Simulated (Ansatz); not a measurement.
## Ligand exchange: Cl2 + C4H10O → HCl + C4H9ClO

Species: Cl2, singlet; C4H10O (diethyl ether) `CCOCC`, singlet; HCl (hydrogen chloride), singlet; C4H9ClO (2-chloroethyl ethyl ether) `CCOCCCl`, singlet. The partners trade Cl for H: Cl–Cl and C–H bonds give way to Cl–H and C–Cl.

Shapes, held fixed at every level: PBE0-D4/def2-TZVP. Flexible molecules stand in one conformer, not always the lowest. Programs: Ansatz 0.2.0. The zero-point and thermal change to 298 K, harmonic and unscaled (PBE0-D4/def2-TZVP), is -5.4 kJ/mol.

(1) Estimate the reaction enthalpy at 298 K.

Answers

(1) From tabulated heats of formation (Active Thermochemical Tables, CRC Handbook of Chemistry and Physics), ΔH(298 K) = -141.4 kJ/mol. Nearest: CCSD/def2-SVP (+8.2); farthest: B2PLYP/def2-TZVPP (+26.1). 2 of 8 levels lie within 10 kJ/mol. The tabulated value of C4H9ClO is in doubt (older tables, estimates, or at odds with other calculations) and kept here. The CCSD(T) estimate misses by more than it usually does, so one of the tabulated heats may be at fault. The CBS estimate extrapolates MP2 from def2-TZVPP and def2-QZVPP and adds CCSD(T) − MP2 in the triple-zeta set, cores frozen.

| level | kind | ΔH (kJ/mol) | computed − measured |
| --- | --- | --- | --- |
| HF/def2-TZVPP | Hartree–Fock | -126.8 | +14.5 |
| r2SCAN-D4/def2-TZVPP | meta-GGA | -116.8 | +24.6 |
| BHLYP-D4/def2-TZVPP | global hybrid | -118.0 | +23.4 |
| B2PLYP/def2-TZVPP | double hybrid | -115.3 | +26.1 |
| MP2/def2-TZVPP | perturbation theory | -132.2 | +9.1 |
| CCSD/def2-SVP | coupled cluster or CI | -133.2 | +8.2 |
| CCSD/def2-TZVPP | coupled cluster or CI | -124.6 | +16.8 |
| CCSD(T)/CBS estimate | coupled cluster or CI | -118.3 | +23.1 |
